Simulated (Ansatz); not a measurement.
Crystal: InSe.

```
In Se
1.0
     2.00000    1.15470    8.44000
    -2.00000    1.15470    8.44000
     0.00000   -2.30940    8.44000
In Se
2 2
Direct
  0.88860 0.88860 0.88860
  0.00000 0.00000 0.00000
  0.17190 0.17190 0.17190
  0.38350 0.38350 0.38350
```

```yaml
Program: Ansatz 0.2.0
Task: single point
Functional: PBE
Potentials_or_basis: all-electron LAPW, scalar-relativistic
Cutoff: 273 eV (chosen from the basis error)
Basis_error_allowed: 0.001 eV/atom
k_mesh: 8 × 8 × 8
Occupations: fermi-dirac, width 0.05 eV
Spin: no spin polarisation
```

On this cell: pressure 2.8 GPa; largest force 0.365 eV/Å; band gap on the k mesh 0.45 eV, direct.

The same run follows on a disturbed copy (atoms moved at random, drawn with an rms of 0.05 Å):

```xyz
4
Lattice="2.0000 1.1547 8.4400 -2.0000 1.1547 8.4400 0.0000 -2.3094 8.4400" Properties=species:S:1:pos:R:3 pbc="T T T"
In    0.0378    0.0269   22.5173
In   -0.0315   -0.0640   -0.0407
Se   -0.0222   -0.0344    4.3095
Se    0.0283   -0.0169    9.6728
```

Problem. What does the disturbed cell give?

Solution. The energy moves by +7.3 meV/atom; pressure 2.5 GPa; largest force 0.506 eV/Å; band gap on the k mesh 0.54 eV, direct.

Forces in eV/Å, atoms in the order of the input:
```
In  -0.227 -0.280 -0.262
In   0.344  0.250 -0.081
Se   0.240  0.279  0.086
Se  -0.357 -0.250  0.257
```

Stress tensor (GPa, compression positive):
```
 2.58  0.15 -1.04
 0.15  2.60 -0.90
-1.04 -0.90  2.45
```

Caveats: spin-orbit coupling is left out, which moves the levels of the heavy elements.

A k mesh can miss the band edges.
